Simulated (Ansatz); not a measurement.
## A series in volume scale on Li

Periodic Kohn-Sham DFT of a crystal at fixed atoms, scaled to volume_scale times the given cell; pressure positive in compression, energy less spherical unpolarised free atoms, largest_vzz the field gradient of largest size among the nuclei. The results are calculated, by Ansatz 0.2.0.

The cell before it is scaled or strained (space group Fm-3m, No. 225):
```
cell vectors (Å)
   0.0000     2.1668     2.1668
   2.1668     0.0000     2.1668
   2.1668     2.1668     0.0000
atoms (fractions of the cell vectors)
Li  0.00000  0.00000  0.00000
```

Settings of every row: method all-electron LAPW; functional LDA; relativity scalar; k mesh 16x16x16; filling fermi-dirac; smearing width 0.08 eV; basis error target 0.5 meV/atom; nucleus gaussian.

Atom start moment: 0 on all atoms.

Limits: the cell comes from a prototype or a list of computed structures and needn't be the stable phase.

```
row  volume scale  V (Å³/atom)  pressure (GPa)  energy less free atoms (eV/atom)
  1          0.96       19.532          -0.426                           -2.0466
  2          0.98       19.939          -0.695                           -2.0452
  3             1       20.347          -0.941                           -2.0431
  4          1.02       20.753               ?                                 ?
  5          1.04        21.16           -1.37                           -2.0372
```

Question: what pressure and energy less free atoms should row 4 give?

Worked fit of pressure. Take u = (V_r/V)^(2/3) − 1 with V_r = 20.143 Å³ an atom, which is twice the finite (Eulerian) strain; such expansions in the strain, on which the Birch-Murnaghan equation of state is built, carry the rest volume and the bulk modulus. The shown rows have u = 0.02075, 0.00681, -0.0067, -0.0323. Least squares give pressure = −0.8207 + 18.231 × u + 37.96 × u² GPa; a straight line predicts inner rows, each left out in turn, worse (root mean square 0.017 against 0.00041 GPa). All shown rows lie on it to the printed digit. The withheld row has u = -0.01969, so the fit gives −0.8207 + 18.231 × (-0.01969) + 37.96 × (-0.01969)² = -1.165 GPa.

The calculation gave -1.165 GPa. The fit meets it to the printed digit.

Worked fit of energy less free atoms. Take u = (V_r/V)^(2/3) − 1 with V_r = 20.143 Å³ an atom, which is twice the finite (Eulerian) strain; such expansions in the strain, on which the Birch-Murnaghan equation of state is built, carry the rest volume and the bulk modulus. The shown rows have u = 0.02075, 0.00681, -0.0067, -0.0323. Least squares give energy less free atoms = −2.04423 − 0.1548 × u + 1.947 × u² eV/atom; a straight line predicts inner rows, each left out in turn, worse (root mean square 0.00086 against 1.4e-05 eV/atom). All shown rows lie on it to the printed digit. The withheld row has u = -0.01969, so the fit gives −2.04423 − 0.1548 × (-0.01969) + 1.947 × (-0.01969)² = -2.0404 eV/atom.

The calculation gave -2.0404 eV/atom. The fit meets it to the printed digit.
